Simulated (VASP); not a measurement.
A run of VASP 6.6.1 is set up as follows.

Contents of INCAR:

```
PREC = Accurate
ENCUT = 600
EDIFF = 1E-7
ISMEAR = 0
SIGMA = 0.03
LREAL = False
LASPH = True
NELM = 80
ALGO = Normal
ISIF = 3
LWAVE = False
LCHARG = False
GGA = CA
IBRION = 2
NSW = 90
EDIFFG = -0.005
KPAR = 2
```

The input KPOINTS:

```
Automatic mesh
0
Gamma
  4 8 6
```

File POSCAR:

```
SnS                                     
1.0
   10.9600978954      0.0000000000      0.0000000000
    0.0000000000      3.9485512464      0.0000000000
    0.0000000000      0.0000000000      4.1994780185
  Sn              S             
     4     4
Direct
     0.1171268378582451    0.2500000000000000    0.1129553441528476
     0.3828731621417549    0.7500000000000000    0.6129553441528477
     0.6171268378582452    0.2500000000000000    0.3870446558471524
     0.8828731621417548    0.7500000000000000    0.8870446558471523
     0.8539653480455417    0.2500000000000000    0.4721416653791105
     0.6460346519544583    0.7500000000000000    0.9721416653791105
     0.3539653480455416    0.2500000000000000    0.0278583346208895
     0.1460346519544582    0.7500000000000000    0.5278583346208895
```

Potentials or basis: VASP PAW LDA potentials, release 64 (Sn_d, S).

The run is started by

```sh
$ cat potpaw_LDA.64/Sn_d/POTCAR potpaw_LDA.64/S/POTCAR > POTCAR
$ mpirun -np 2 vasp_std > vasp.out
```

Task: What does it give for the band gap on the k mesh?

Result: 0.62 eV, indirect (least direct gap 1.03 eV).

Task: Estimate the space group after relaxing (to 0.05 Å).

Result: Pnma (No. 62).

Task: What does it give for the relaxed volume?

Result: 22.69 Å³/atom.

The path:
| step | energy change (eV) | largest force (eV/Å) | pressure (GPa) | volume (Å³) |
| --- | --- | --- | --- | --- |
| 1 | 0.0000 | 0.0108 | -0.01 | 181.74 |
| 2 | 0.0000 | 0.0099 | 0.00 | 181.71 |
| 3 | -0.0001 | 0.0119 | 0.05 | 181.62 |
| 4 | -0.0001 | 0.0115 | 0.04 | 181.64 |
| 5 | -0.0001 | 0.0104 | 0.02 | 181.69 |
| 6 | -0.0002 | 0.0082 | -0.03 | 181.80 |
| 7 | -0.0002 | 0.0076 | -0.04 | 181.84 |
| 8 | -0.0002 | 0.0073 | -0.04 | 181.83 |
| 9 | -0.0003 | 0.0077 | -0.03 | 181.78 |
| 10 | -0.0003 | 0.0128 | -0.01 | 181.68 |
| 11 | -0.0003 | 0.0101 | -0.01 | 181.72 |
| 12 | -0.0003 | 0.0089 | 0.00 | 181.68 |
| 13 | -0.0003 | 0.0059 | 0.02 | 181.55 |
| 14 | -0.0004 | 0.0060 | 0.01 | 181.57 |
| 15 | -0.0004 | 0.0074 | -0.01 | 181.59 |
| 16 | -0.0004 | 0.0103 | -0.04 | 181.63 |
| 17 | -0.0004 | 0.0085 | -0.02 | 181.61 |
| 18 | -0.0004 | 0.0077 | 0.00 | 181.58 |
| 19 | -0.0004 | 0.0079 | 0.02 | 181.51 |
| 20 | -0.0004 | 0.0069 | 0.01 | 181.52 |
| 21 | -0.0005 | 0.0037 | 0.00 | 181.55 |

Caveat: spin-orbit coupling is left out, which moves the levels of the heavy elements. A k mesh can miss the band edges.
